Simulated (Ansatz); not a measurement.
# Surface calculation: fcc Sb (111), 4 layers

The slab is cut from the fcc crystal, which needn't be the stable phase, as relaxed on PAW files (27.52 Å³/atom), with 16 Å of vacuum and a dipole correction:

```xyz
4
Lattice="3.3888 0.0000 0.0000 -1.6944 2.9348 0.0000 0.0000 0.0000 24.3009" Properties=species:S:1:pos:R:3 pbc="T T T"
Sb    0.0000    0.0000    8.0000
Sb    0.0000    1.9565   10.7670
Sb    1.6944    0.9783   13.5339
Sb    0.0000    0.0000   16.3009
```

All numbers are PBE results (scalar-relativistic) from Ansatz 0.2.0, with a Γ-centred 11×11×1 k mesh, Fermi–Dirac smearing of 0.1 eV, no spin polarisation. Methods: LAPW: all electrons, basis error target 1 meV/atom; PAW: frozen-core files, cutoff 420 eV.

The bulk energy comes from a cell in the slab's orientation on a 11×11×4 mesh. The surface energy is (E(slab) − N·E(bulk))/2A at zero smearing, the mean of both faces; thin slabs carry quantum-size effects.

Spin–orbit coupling is left out, which matters for the heavy atoms.

As cut, the LAPW slab lies 0.412 eV above 4 atoms of bulk. What surface energy is that?

Over two faces of 9.95 Å² it is 20.7 meV/Å², and times 16.02 J/m² per eV/Å² that gives γ = 0.332 J/m².

```json
{"method": "LAPW", "γ as cut (J/m²)": "0.332", "γ relaxed (J/m²)": "0.196", "Φ as cut (eV)": "?", "Φ relaxed (eV)": "?"}
```

Fill in "Φ as cut (eV)" for the row "LAPW".

4.27.

Give the missing entry: row "LAPW", column "Φ relaxed (eV)".

3.93.

How do the spacings between the planes relax?

From the bottom face up: d12 -11.1 % of 2.767 Å, d23 +19.8 % of 2.767 Å, d34 -11.1 % of 2.767 Å.

A field of 0.2 V/Å is applied along the normal, atoms held. What follows?

LAPW finds an induced dipole of 0.1249 e·Å a cell (PAW 0.1249), that is 11.36 Å for 4πα over the area, against 8.23 Å between the outer atoms.

What changes if the images along the normal are cut off in place of the dipole correction?

LAPW then gives: no gap, work function 3.94 eV; PAW: no gap, work function 3.93 eV.

A 3d core hole is made on one atom of each kind in every 1×1 cell (PAW hole dataset, neutral cell, valence without spin). What does it cost by layer?

layer 1 527.56 eV, layer 2 527.60 eV. Shifts between layers mean more than the absolute values, and a whole layer of holes screens otherwise than one hole.
